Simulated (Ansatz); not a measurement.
# The 2H-MoTe2 bilayer (2H stacking) under a gate, part 3 of 3

How does the 2H-MoTe2 bilayer (2H stacking) take up charge from its gate?

Ansatz 0.2.0; plane-wave DFT, PBE-D3(BJ), Ansatz PAW (set soft_1); PAW set soft_1 (the session's first sound run).

So far. Step 7 (Gated layer, added electrons 10×10¹³ per cm²): Against the uncharged case this takes +6.94 V.

## (8) Gated layer, added electrons -1×10¹³ per cm²

File input.yaml:

```yaml
crystal:
  lattice:
    - [3.5003932629, 0.0, 0.0]
    - [-1.7501966314, 3.0314294889, 0.0]
    - [0.0, 0.0, 51.2854294281]
  atoms:
    - { symbol: Te, position: [0.3333333333, 0.6666666667, 0.3977737971] }
    - { symbol: Mo, position: [0.0, 0.0, 0.4331889757] }
    - { symbol: Te, position: [0.3333333333, 0.6666666667, 0.4686395646] }
    - { symbol: Te, position: [0.0, 0.0, 0.5313604354] }
    - { symbol: Mo, position: [0.3333333333, 0.6666666667, 0.5668110243] }
    - { symbol: Te, position: [0.0, 0.0, 0.6022262029] }
  periodic: [true, true, false]
  symmetry: { detect: true }
total_charge: 0.010611
kpoints:
  mp_grid: { grid: [48, 48, 1] }
hamiltonian:
  xc: pbe
  dispersion: d3bj
  pseudopotentials: { kind: paw, azcp: { folder: soft_1 } }
scf:
  occupations: { method: fermi_dirac, width: 0.02585 }
  convergence: { dr2_threshold: 1.0e-10 }
output:
  forces: true
  eigenvalues: true
  write_potential: true
  write_density: true
  volumetric_format: npy
external_charges:
  - { charge: 0, barrier: 10, axis: 3, height: 34.385, sigma: 0.25 }
  - { charge: -0.010611, axis: 3, height: 35.885, sigma: 0.5 }
```

Run with:

```bash
> ansatz run input.yaml --threads 4 --pin off --max-ram 16384MiB --backend cpu --events-out ev --progress --plain --runs-dir out
```

Numbers of over 12 decimals in the logs are rounded to 6 here.

What it wrote:

```text
[...]
Crystal: 6 atoms, lattice volume = 544.200 Å³
Basis set: ecut = 420 eV, 10605 PW (Γ), exchange–correlation on 48×48×720 points (8 copies of the dense FFT grid, shifted against one another)
Bands: 56, of which v1, the nominal top of the filled ones, is band 46 counted from 1 (45 counted from 0)
Symmetry: 6 space group operations
k-points: 217 of 2304 (time reversal used)
[...]
--- Band table (eV; the first three rows and the last of 217) ---
  k-point 0: bands = [... 42 lower, -5.9243, -5.9243, -5.8417, -4.9734, -2.0291, -2.0291, -1.9005, -1.9005, ... 6 higher]
  k-point 1: bands = [... 42 lower, -5.9328, -5.9259, -5.8338, -4.9744, -2.0601, -2.0287, -1.9313, -1.8947, ... 6 higher]
  k-point 2: bands = [... 42 lower, -5.9581, -5.9133, -5.8152, -4.9790, -2.1463, -2.0298, -2.0190, -1.8792, ... 6 higher]
  k-point 216: bands = [... 42 lower, -6.9361, -6.8918, -5.2365, -5.0690, -3.9565, -3.9091, -3.6500, -3.0555, ... 6 higher]
[key lines of the parts left out:]
SCF converged after 19 iterations
Free energy (F): -37836.617123 eV
Fermi energy:    -4.949023 eV
```

The job ended after 6.9 min (4 threads of Arm Neoverse V1, shared host; peak memory 4 GiB).

Against the uncharged case this takes -1.09 V.

## (9) Gated layer, added electrons -3×10¹³ per cm²

Edit input.yaml of step 8 so:

```diff
@@ -14,3 +14,3 @@
   symmetry: { detect: true }
-total_charge: 0.010611
+total_charge: 0.031834
 kpoints:
@@ -32,2 +32,2 @@
   - { charge: 0, barrier: 10, axis: 3, height: 34.385, sigma: 0.25 }
-  - { charge: -0.010611, axis: 3, height: 35.885, sigma: 0.5 }
+  - { charge: -0.031834, axis: 3, height: 35.885, sigma: 0.5 }
```

What it wrote:

```text
[...]
Crystal: 6 atoms, lattice volume = 544.200 Å³
Basis set: ecut = 420 eV, 10605 PW (Γ), exchange–correlation on 48×48×720 points (8 copies of the dense FFT grid, shifted against one another)
Bands: 56, of which v1, the nominal top of the filled ones, is band 46 counted from 1 (45 counted from 0)
Symmetry: 6 space group operations
k-points: 217 of 2304 (time reversal used)
[...]
--- Band table (eV; the first three rows and the last of 217) ---
  k-point 0: bands = [... 42 lower, -6.5638, -6.5638, -6.4996, -5.6562, -2.7311, -2.7311, -2.5674, -2.5674, ... 6 higher]
  k-point 1: bands = [... 42 lower, -6.5730, -6.5724, -6.4841, -5.6574, -2.7620, -2.7299, -2.5989, -2.5650, ... 6 higher]
  k-point 2: bands = [... 42 lower, -6.5978, -6.5836, -6.4531, -5.6623, -2.8482, -2.7285, -2.6891, -2.5626, ... 6 higher]
  k-point 216: bands = [... 42 lower, -7.6491, -7.5214, -5.9348, -5.7265, -4.6782, -4.5475, -4.3310, -3.7212, ... 6 higher]
[key lines of the parts left out:]
SCF converged after 19 iterations
Free energy (F): -37836.491990 eV
Fermi energy:    -5.671681 eV
```

Wall time 7.1 min (4 threads); peak memory 4 GiB; 28 min of CPU time.

Against the uncharged case this takes -2.53 V.

## (10) Gated layer, added electrons -6×10¹³ per cm²

input.yaml, the sections that differ from step 9:

```yaml
total_charge: 0.063667
kpoints:
  mp_grid: { grid: [48, 48, 1] }
  band_path:
    path: [[0, 0, 0], [0.5, 0, 0], [0.33333333, 0.33333333, 0], [0, 0, 0]]
    npoints: 16
output:
  forces: true
  eigenvalues: true
  dos: { projected: true, e_range: [-3, 3], de: 0.01 }
  write_potential: true
  write_density: true
  volumetric_format: npy
  elf: true
external_charges:
  - { charge: 0, barrier: 10, axis: 3, height: 34.385, sigma: 0.25 }
  - { charge: -0.063667, axis: 3, height: 35.885, sigma: 0.5 }
# crystal, hamiltonian, scf: as in step 9
```

What it wrote:

```text
[...]
Crystal: 6 atoms, lattice volume = 544.200 Å³
Basis set: ecut = 420 eV, 10605 PW (Γ), exchange–correlation on 48×48×720 points (8 copies of the dense FFT grid, shifted against one another)
Bands: 56, of which v1, the nominal top of the filled ones, is band 46 counted from 1 (45 counted from 0)
Symmetry: 6 space group operations
k-points: 217 of 2304 (time reversal used)
[...]
--- Band table (eV; the first three rows and the last of 217) ---
  k-point 0: bands = [... 42 lower, -7.5531, -7.5531, -7.4873, -6.6870, -3.7912, -3.7912, -3.5899, -3.5899, ... 6 higher]
  k-point 1: bands = [... 42 lower, -7.5722, -7.5617, -7.4626, -6.6884, -3.8220, -3.7891, -3.6233, -3.5928, ... 6 higher]
  k-point 2: bands = [... 42 lower, -7.5996, -7.5870, -7.4192, -6.6937, -3.9081, -3.7850, -3.7192, -3.6071, ... 6 higher]
  k-point 216: bands = [... 42 lower, -8.7103, -8.4891, -6.9931, -6.7262, -5.7487, -5.5377, -5.3655, -4.7266, ... 6 higher]
[key lines of the parts left out:]
SCF converged after 17 iterations
Free energy (F): -37836.251540 eV
Fermi energy:    -6.731279 eV
```

It took 7.4 min on 4 threads; peak memory 4 GiB; 29 min of CPU time.

Against the uncharged case this takes -4.66 V.

## (11) Gated layer, added electrons -10×10¹³ per cm²

Edit input.yaml of step 10 so:

```diff
@@ -14,3 +14,3 @@
   symmetry: { detect: true }
-total_charge: 0.063667
+total_charge: 0.106112
 kpoints:
@@ -37,2 +37,2 @@
   - { charge: 0, barrier: 10, axis: 3, height: 34.385, sigma: 0.25 }
-  - { charge: -0.063667, axis: 3, height: 35.885, sigma: 0.5 }
+  - { charge: -0.106112, axis: 3, height: 35.885, sigma: 0.5 }
```

What it wrote:

```text
[...]
Crystal: 6 atoms, lattice volume = 544.200 Å³
Basis set: ecut = 420 eV, 10605 PW (Γ), exchange–correlation on 48×48×720 points (8 copies of the dense FFT grid, shifted against one another)
Bands: 56, of which v1, the nominal top of the filled ones, is band 46 counted from 1 (45 counted from 0)
Symmetry: 6 space group operations
k-points: 217 of 2304 (time reversal used)
[...]
--- Band table (eV; the first three rows and the last of 217) ---
  k-point 0: bands = [... 42 lower, -8.9127, -8.9127, -8.8137, -8.0770, -5.2080, -5.2080, -4.9852, -4.9852, ... 6 higher]
  k-point 1: bands = [... 42 lower, -8.9360, -8.9212, -8.7854, -8.0786, -5.2387, -5.2054, -5.0205, -4.9922, ... 6 higher]
  k-point 2: bands = [... 42 lower, -8.9737, -8.9465, -8.7339, -8.0847, -5.3249, -5.1998, -5.1214, -5.0163, ... 6 higher]
  k-point 216: bands = [... 42 lower, -10.1240, -9.8108, -8.4096, -8.0934, -7.1705, -6.8993, -6.7609, -6.0866, ... 6 higher]
[key lines of the parts left out:]
SCF converged after 17 iterations
Free energy (F): -37835.833345 eV
Fermi energy:    -8.143627 eV
```

It took 6.8 min on 4 threads; peak memory 4 GiB.

The density of states has structure finer than the step of the table below, so its rows give means over 0.1 eV, whole bins alone (the curve runs from -3 to 1.99 eV). Peaks (eV: height): -0.97: 11.9, -0.88: 10.8, -0.47: 12.0, 1.30: 10.9, 1.54: 16.1, 1.59: 12.6, 1.84: 12.7.

Table of density of states by energy, zero at the Fermi level; means over each step:

energy (eV), density of states (states/eV a cell) and a bar:
```
     -2.9        5.2 ###############
     -2.8        5.6 ################
     -2.7        6.2 #################
     -2.6        6.1 #################
     -2.5        5.5 ###############
     -2.4        4.7 #############
     -2.3        4.5 #############
     -2.2        4.6 #############
     -2.1        3.8 ###########
     -2.0        6.0 #################
     -1.9        6.9 ###################
     -1.8        5.5 ###############
     -1.7        5.4 ###############
     -1.6        8.8 #########################
     -1.5        8.6 ########################
     -1.4        7.1 ####################
     -1.3        6.6 ###################
     -1.2        7.2 ####################
     -1.1        6.3 ##################
     -1.0        7.3 ####################
     -0.9        7.0 ####################
     -0.8        3.3 #########
     -0.7        4.2 ############
     -0.6        6.0 #################
     -0.5        9.4 ##########################
     -0.4        5.0 ##############
     -0.3        4.0 ###########
     -0.2        4.1 ###########
     -0.1        3.5 ##########
      0.0        1.5 ####
      0.1        0.2 
      0.2        0.0 
      0.3        0.0 
      0.4        0.0 
      0.5        0.0 
      0.6        0.0 
      0.7        0.0 
      0.8        0.0 
      0.9        1.1 ###
      1.0        2.3 #######
      1.1        3.7 ###########
      1.2        4.7 #############
      1.3        5.3 ###############
      1.4        3.3 #########
      1.5       10.1 ############################
      1.6       10.6 ##############################
      1.7        6.7 ###################
      1.8        7.0 ####################
      1.9        8.9 #########################
```

Against the uncharged case this takes -7.49 V.

## (12) The series together

This step: plane-wave DFT, PBE-D3(BJ), Ansatz PAW (set soft_1); charging by gates; PAW set soft_1 (Ansatz 0.2.0).

The potential behind each gate is read from every run and counted from the uncharged case.

Voltage on the gate against the layer's Fermi level, from the uncharged case. The gate voltage by added electrons:

| added electrons (10¹³ per cm²) | gate voltage (V) |
| --- | --- |
| -10.00 | -7.49 |
| -6.00 | -4.66 |
| -3.00 | -2.53 |
| -1.00 | -1.09 |
| 0.00 | 0 |
| 1.00 | 1.07 |
| 3.00 | 2.45 |
| 6.00 | 4.43 |
| 10.00 | 6.94 |

Charge step over voltage step between neighbouring densities. Table of total capacitance by added electrons:

| added electrons (10¹³ per cm²) | total capacitance (µF/cm²) |
| --- | --- |
| -8.00 | 2.26 |
| -4.50 | 2.26 |
| -2.00 | 2.22 |
| -0.50 | 1.47 |
| 0.50 | 1.50 |
| 2.00 | 2.33 |
| 4.50 | 2.43 |
| 8.00 | 2.55 |

Work function of the face away from the gate. Table of work function of the far face by added electrons:

| added electrons (1e13 /cm²) | work function of the far face (eV) |
| --- | --- |
| -10.00 | 4.61 |
| -6.00 | 4.62 |
| -3.00 | 4.63 |
| -1.00 | 4.62 |
| 0.00 | 4.26 |
| 1.00 | 3.90 |
| 3.00 | 3.91 |
| 6.00 | 3.94 |
| 10.00 | 3.98 |

By hand: 10¹³ electrons per cm² are 0.001 e/Å², which by Gauss's law end a field of 0.181 V/Å. At 10×10¹³ holes per cm² the field towards a gate is 1.810 V/Å, which over the 5 Å from the outer atoms would drop 9.05 V; the run needs 7.49 V.

## (13) The same run with other settings

This step: plane-wave DFT, PBE-D3(BJ), Ansatz PAW (set soft_1) (Ansatz 0.2.0).

A run with a changed input: it repeats the earlier run at 1 × 10¹³ added electrons per cm² with kpoints.mp_grid.grid from [48, 48, 1] to [16, 16, 1].

input.yaml, the sections that differ from step 11:

```yaml
total_charge: -0.010611
kpoints:
  mp_grid: { grid: [16, 16, 1] }
output:
  forces: true
  eigenvalues: true
  write_potential: true
  write_density: true
  volumetric_format: npy
external_charges:
  - { charge: 0, barrier: 10, axis: 3, height: 34.385, sigma: 0.25 }
  - { charge: 0.010611, axis: 3, height: 35.885, sigma: 0.5 }
# crystal, hamiltonian, scf: as in step 11
```

What it wrote:

```text
[...]
Crystal: 6 atoms, lattice volume = 544.200 Å³
Basis set: ecut = 420 eV, 10605 PW (Γ), exchange–correlation on 48×48×720 points (8 copies of the dense FFT grid, shifted against one another)
Bands: 56, of which v1, the nominal top of the filled ones, is band 46 counted from 1 (45 counted from 0)
Symmetry: 6 space group operations
k-points: 30 of 256 (time reversal used)
[...]
SCF iter   1: F=—  HF=-37837.953358 eV  |F-HF|=—  |Δ(HF+E_count)|=         —  Δρ=2.54e-2  dr2=4.74e0  ethr=3.10e-3  ⟨swp⟩=22.9  Hψ=12714  notcnv=0
[...]
SCF iter  16: F=-37836.706098 eV  HF=-37836.706098 eV  |F-HF|=1.34e-9  |Δ(HF+E_count)|=  1.89e-10  Δρ=4.91e-8  dr2=2.62e-11  ethr=1.00e-12  ⟨swp⟩=27.8  Hψ=14836  notcnv=0
SCF 1 converged in 16 iterations: F = -37836.706098 eV  dr2 = 2.62e-11
[...]
SCF converged after 16 iterations
Free energy (F): -37836.706098 eV
[...]
Internal energy: -37836.705232 eV  (E = F + TS)
E sigma→0 (E₀):  -37836.705665 eV
Entropy (-TS):   -0.000866 eV (-0.144 meV/atom)
Fermi energy:    -3.511369 eV
[...]
--- Forces (eV/Å), atoms and charges each counted from 1 ---
  atom   1  Te     0.00000000     0.00000000    -0.00168301
  atom   2  Mo     0.00000000     0.00000000     0.00040991
  atom   3  Te     0.00000000     0.00000000     0.00282385
  atom   4  Te     0.00000000     0.00000000    -0.01569409
  atom   5  Mo     0.00000000    -0.00000000     0.02148349
  atom   6  Te     0.00000000    -0.00000000    -0.02329008
  external charge   1     0.00000000     0.00000000     0.01690828
  external charge   2     0.00000000     0.00000000    -0.00095914
  max |Σ_I F_I| component, the external charges' with the atoms': 7.95e-7 eV/Å
--- Band table (eV; the first three rows and the last of 30) ---
  k-point 0: bands = [... 42 lower, -5.2559, -5.2559, -5.1862, -4.3001, -1.3577, -1.3577, -1.2361, -1.2361, ... 6 higher]
  k-point 1: bands = [... 42 lower, -5.3048, -5.2223, -5.1398, -4.3171, -1.5997, -1.4890, -1.3734, -1.3671, ... 6 higher]
  k-point 2: bands = [... 42 lower, -5.3780, -5.1855, -5.1132, -4.4574, -2.0516, -2.0043, -1.9542, -1.8985, ... 6 higher]
  k-point 29: bands = [... 42 lower, -6.2817, -6.1904, -4.5965, -4.4329, -3.2599, -3.2010, -2.9596, -2.3743, ... 6 higher]
```

Wall time 49 s (4 threads); peak memory 1.3 GiB.

| quantity | this run | earlier run | difference |
| --- | --- | --- | --- |
| potential beyond the upper barrier and gate, less the barrier, from the Fermi level (eV) | 3.120 | 3.118 | 0.0023 |

Nothing in the table moves by 0.01 in its unit.

The change did no harm here.

## (14) A changed input: accuracy = "medium"

Another changed input: it repeats the earlier run at 1 × 10¹³ added electrons per cm² with accuracy to medium.

Edit input.yaml of step 13 so:

```diff
@@ -16,3 +16,3 @@
 kpoints:
-  mp_grid: { grid: [16, 16, 1] }
+  mp_grid: { grid: [48, 48, 1] }
 hamiltonian:
@@ -33 +33,2 @@
   - { charge: 0.010611, axis: 3, height: 35.885, sigma: 0.5 }
+accuracy: medium
```

What it wrote:

```text
[...]
Crystal: 6 atoms, lattice volume = 544.200 Å³
Basis set: ecut = 420 eV, 10605 PW (Γ), exchange–correlation on 48×48×720 points (8 copies of the dense FFT grid, shifted against one another)
Bands: 56, of which v1, the nominal top of the filled ones, is band 46 counted from 1 (45 counted from 0)
Symmetry: 6 space group operations
k-points: 217 of 2304 (time reversal used)
[...]
SCF iter   1: F=—  HF=-37837.951878 eV  |F-HF|=—  |Δ(HF+E_count)|=         —  Δρ=2.54e-2  dr2=4.74e0  ethr=3.10e-3  ⟨swp⟩=23.8  Hψ=93169  notcnv=0  defer=1
[...]
SCF iter  16: F=-37836.706074 eV  HF=-37836.706074 eV  |F-HF|=5.82e-11  |Δ(HF+E_count)|=   1.37e-9  Δρ=6.02e-8  dr2=2.42e-11  ethr=1.00e-12  ⟨swp⟩=30.1  Hψ=108626  notcnv=0
SCF 1 converged in 16 iterations: F = -37836.706074 eV  dr2 = 2.42e-11
[...]
SCF converged after 16 iterations
Free energy (F): -37836.706074 eV
[...]
Internal energy: -37836.705155 eV  (E = F + TS)
E sigma→0 (E₀):  -37836.705614 eV
Entropy (-TS):   -0.000920 eV (-0.153 meV/atom)
Fermi energy:    -3.509004 eV
[...]
--- Forces (eV/Å), atoms and charges each counted from 1 ---
  atom   1  Te     0.00000000    -0.00000000    -0.00161868
  atom   2  Mo     0.00000000     0.00000000     0.00046106
  atom   3  Te     0.00000000    -0.00000000     0.00267429
  atom   4  Te    -0.00000000     0.00000000    -0.01553334
  atom   5  Mo    -0.00000000     0.00000000     0.02145026
  atom   6  Te     0.00000000     0.00000000    -0.02338378
  external charge   1     0.00000000     0.00000000     0.01690775
  external charge   2     0.00000000     0.00000000    -0.00095914
  max |Σ_I F_I| component, the external charges' with the atoms': 1.58e-6 eV/Å
--- Band table (eV; the first three rows and the last of 217) ---
  k-point 0: bands = [... 42 lower, -5.2558, -5.2558, -5.1861, -4.3001, -1.3577, -1.3577, -1.2361, -1.2361, ... 6 higher]
  k-point 1: bands = [... 42 lower, -5.2644, -5.2582, -5.1782, -4.3011, -1.3887, -1.3570, -1.2670, -1.2305, ... 6 higher]
  k-point 2: bands = [... 42 lower, -5.2897, -5.2489, -5.1602, -4.3055, -1.4751, -1.3571, -1.3553, -1.2159, ... 6 higher]
  k-point 216: bands = [... 42 lower, -6.2739, -6.2295, -4.5675, -4.4019, -3.2863, -3.2406, -2.9862, -2.3936, ... 6 higher]
```

Wall time 5.8 min (4 threads); peak memory 4 GiB; 23 min of CPU time.

Numbers from this step:

```
energy at zero smearing                                                             : -37836.7056 eV
potential beyond the upper barrier and gate, less the barrier, from the Fermi level : 3.118 eV
```

| quantity | this run | earlier run | difference |
| --- | --- | --- | --- |
| potential beyond the upper barrier and gate, less the barrier, from the Fermi level (eV) | 3.118 | 3.118 | 0 |

Nothing in the table moves by 0.01 in its unit.

## (15) Summary of results

```
gap with uncharged gates                    : 0.829 eV
gate voltage at 10×10¹³ holes per cm²       : -7.49 V
gate voltage at 10×10¹³ electrons per cm²   : +6.94 V
total capacitance near 8×10¹³ holes per cm² : 2.26 µF/cm²
```

What this shows: Putting 10×10¹³ holes per cm² on the layer takes -7.49 V on the gate; how far the Fermi level moves against the bands is taken for single layers without spin and with an even electron count alone. Between the first holes and the first electrons the voltage runs over 2.16 V: the drop across the plates for that charge, plus the way of the Fermi level through the region of the 0.83 eV gap. The zero of the voltage lies where the smearing puts the uncharged Fermi level. Plates 5 Å apart would give 1.77 µF/cm² in vacuum; the computed total runs from 1.5 to 2.55 µF/cm². A value over that of the plates means that the screening charge has its centre outside the outer atoms; a low density of states works the other way. Few carriers sample few k-points, so the slopes at the lowest densities depend on the mesh and on the temperature. The gates are charged sheets behind model barriers, not atoms. Spin-orbit coupling is left out, which matters for the bands of elements this heavy.

[Logs are printed without paths, hosts, clocks, repeated set-up lines and the standing remarks that a program may print on its own settings, such as how far it seeks lower states.]

[Hosts, paths, dates, database ids (printed as entryN), source tags and the programs' standing remarks are cut or masked in the printed files.]

[Maps of the electrostatic potential energy from Ansatz leave out the sawtooth potential of an applied field or a dipole correction, so their vacuum need not be flat; planar profiles and work functions include it.]

[The density of states shown here was stored with 400 of the rows of the run's finer table, so its peaks can read low, often by over a quarter, or be missed, and its means over a window can be off by a tenth or more.]
